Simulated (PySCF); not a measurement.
C₇H₁₀.
SMILES: `C1[C@H]2C=C[C@@H]1CC2`

The closed-shell ground state was solved at several levels (PySCF, density fitting, gas phase, non-relativistic). Isolated species at its PBE0-D3(BJ)/def2-SVP geometry, gas phase.

| level | basis functions | total energy (Eh) | HOMO (eV) | LUMO (eV) | gap (eV) | dipole (D) |
| --- | --- | --- | --- | --- | --- | --- |
| B3LYP/pcJ-1 | 289 | -272.7439 | -6.59 | 0.23 | 6.82 | 0.33 |
| PBE0/pcSseg-1 | 169 | -272.3658 | -6.85 | 0.43 | 7.28 | 0.36 |
| HF/pcSseg-1 | 169 | -270.8085 | -9.18 | 4.28 | 13.46 | 0.31 |

**Question.** Estimate the row for CAM-B3LYP/def2-SVPD, a basis of 220 functions; the other rows only guide the guess.

**Answer.** Total energy -272.3816 Eh, HOMO -8.16 eV, LUMO 1.39 eV, gap 9.55 eV, dipole 0.35 D.

**Question.** Over all these levels, which gives the widest orbital gap and which the narrowest?

**Answer.** HF/pcSseg-1 (Hartree–Fock, all exact exchange) has the widest, 13.46 eV, and B3LYP/pcJ-1 (global hybrid, 20 % exact exchange) the narrowest, 6.82 eV. Functional and basis both differ between the two, so the spread mixes both effects.

**Question.** How far do the dipole and the HOMO energy spread over the levels?

**Answer.** The dipole runs from 0.31 to 0.36 D (mean 0.34 D) and the HOMO from -9.18 to -6.59 eV.
